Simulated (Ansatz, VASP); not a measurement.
One calculation of InSb, two programs

File INCAR:

```
PREC     = Accurate       # precision mode
ENCUT    = 520            # plane-wave cutoff, eV
EDIFF    = 1E-6           # SCF threshold, eV
ISMEAR   = 0              # smearing method
SIGMA    = 0.1            # smearing width, eV
LREAL    = F              # projectors in reciprocal space
LASPH    = T              # aspherical terms in the spheres
NELM     = 80             # most SCF steps
ALGO     = Normal         # electronic algorithm
ISIF     = 2              # what is computed and relaxed
LWAVE    = F              # write WAVECAR
LCHARG   = T              # write CHGCAR
GGA      = PE             # functional
LELF     = T              # ELF
LVHAR    = T            
NBANDS   = 16             # bands
```

Contents of KPOINTS:

```
regular mesh
0
Gamma
  12 12 12
```

POSCAR

```
InSb
1.0
    0.0000000000      3.3824890548      3.3824890548
    3.3824890548      0.0000000000      3.3824890548
    3.3824890548      3.3824890548      0.0000000000
In Sb
1 1
Direct
    0.0000000000      0.0000000000      0.0000000000
    0.2500000000      0.2500000000      0.2500000000
```

Input for Ansatz:

```yaml
crystal:
  lattice:
    - [0.0, 3.3824890546, 3.3824890546]
    - [3.3824890546, 0.0, 3.3824890546]
    - [3.3824890546, 3.3824890546, 0.0]
  atoms:
    - { symbol: In, position: [0.0, 0.0, 0.0] }
    - { symbol: Sb, position: [0.25, 0.25, 0.25] }
basis:
  ecutwfc: 420
kpoints:
  mp_grid: { grid: [12, 12, 12] }
hamiltonian:
  xc: pbe
scf:
  occupations: { method: gaussian, width: 0.1 }
output:
  forces: true
  stress: true
  eigenvalues: true
```

Alike in both runs: task single point; functional PBE; k mesh 12 × 12 × 12; occupations gaussian, width 0.1 eV; no spin polarisation.

|  | VASP | Ansatz |
| --- | --- | --- |
| version | VASP 6.6.1 | Ansatz 0.2.0 |
| potentials or method | VASP PAW PBE potentials, release 64 (In_d, Sb) | scalar-relativistic, plane waves, PAW |
| plane-wave cutoff (eV) | 520 | 420 |
| valence electrons in the cell | 18 | 28 |

|  | VASP | Ansatz | Ansatz less VASP |
| --- | --- | --- | --- |
| gap on the k mesh at the Fermi level (eV) | none | none | - |
| pressure (GPa) | -1.9 | -1.9 | +0.02 |

A gap of «none» marks a metal or a gap that the smearing closes. With one functional, cell and mesh, what is left measures potentials, basis and numerics. The two sets of potentials don't hold the same shells in valence.

The runs have no spin-orbit coupling, so splittings on Sb are missing.
